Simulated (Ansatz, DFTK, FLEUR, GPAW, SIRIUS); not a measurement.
Li2S: programs and potentials compared

```
S Li
1.0
     0.00000    2.84450    2.84450
     2.84450    0.00000    2.84450
     2.84450    2.84450    0.00000
S Li
1 2
Direct
  0.00000 0.00000 0.00000
  0.75000 0.75000 0.75000
  0.25000 0.25000 0.25000
```

Alike in all runs: task equation of state; functional PBEsol; k mesh 8 × 8 × 8; occupations fermi-dirac, width 0.05 eV; no spin polarisation; no spin-orbit coupling.

```json
{"program and potentials": "Ansatz, Ansatz PAW", "plane-wave cutoff (eV)": "420", "notes": "potentials made for PBE, which Ansatz adapts in part", "equilibrium volume (Å³/atom)": "15.07", "bulk modulus (GPa)": "42.1"}
{"program and potentials": "FLEUR, all-electron, FLAPW", "plane-wave cutoff (eV)": "-", "notes": "-", "equilibrium volume (Å³/atom)": "15.06", "bulk modulus (GPa)": "42.1"}
{"program and potentials": "Ansatz, all-electron LAPW, scalar-relativistic", "plane-wave cutoff (eV)": "-", "notes": "-", "equilibrium volume (Å³/atom)": "15.06", "bulk modulus (GPa)": "42.1"}
{"program and potentials": "SIRIUS, all-electron FP-LAPW, apw+lo standard", "plane-wave cutoff (eV)": "-", "notes": "-", "equilibrium volume (Å³/atom)": "15.06", "bulk modulus (GPa)": "42.2"}
{"program and potentials": "GPAW, PAW data sets generated for this functional", "plane-wave cutoff (eV)": "800", "notes": "-", "equilibrium volume (Å³/atom)": "15.14", "bulk modulus (GPa)": "42.0"}
{"program and potentials": "DFTK, PseudoDojo SR PBEsol 0.4.1 standard (PBEsol)", "plane-wave cutoff (eV)": "1007", "notes": "-", "equilibrium volume (Å³/atom)": "15.07", "bulk modulus (GPa)": "42.2"}
```

The equilibrium volume spans 15.06 (SIRIUS, all-electron FP-LAPW, apw+lo standard) to 15.14 Å³/atom (GPAW, PAW data sets generated for this functional), with all-electron results at 15.06. The bulk modulus spans 42.0 (GPAW, PAW data sets generated for this functional) to 42.2 GPa (SIRIUS, all-electron FP-LAPW, apw+lo standard), with all-electron results at 42.1 to 42.2.

The functional is the same throughout but for its coding, so the spread measures potentials, basis and numerics; runs on potential files found faulty are left out.
